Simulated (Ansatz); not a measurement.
## AgBr: equation of state with PBE

AgBr:

```
CELL_PARAMETERS angstrom
0.00000 2.87015 2.87015
2.87015 0.00000 2.87015
2.87015 2.87015 0.00000
ATOMIC_POSITIONS crystal
Ag 0.00000 0.00000 0.00000
Br 0.50000 0.50000 0.50000
```

| Property | Result |
| --- | --- |
| Program | Ansatz 0.2.0 |
| Task | equation of state |
| Functional | PBE |
| Potentials or basis | Ansatz PAW |
| Cutoff | 420 eV |
| Density cutoff | 1680 eV |
| k mesh | 8 × 8 × 8 |
| Occupations | fermi-dirac, width 0.05 eV |
| Spin | no spin polarisation |

```yaml
Equilibrium_volume: 24.91 Å³/atom
Bulk_modulus: 39 GPa
Pressure_derivative_of_the_bulk_modulus: 5.4
```

Energy against volume, from the lowest point:
| volume (Å³/atom) | energy (meV/atom) |
| --- | --- |
| 22.225 | 44.45 |
| 22.698 | 28.81 |
| 23.171 | 17.00 |
| 23.644 | 8.58 |
| 24.116 | 3.16 |
| 24.589 | 0.40 |
| 25.062 | 0.00 |

All runs of the series together: 7.9 s on 2 threads of AMD EPYC 7R43 64-Core Processor (Zen 3) (shared host).

PBE usually gives volumes a little too large and moduli too small. Zero-point motion and thermal expansion aren't in these numbers.
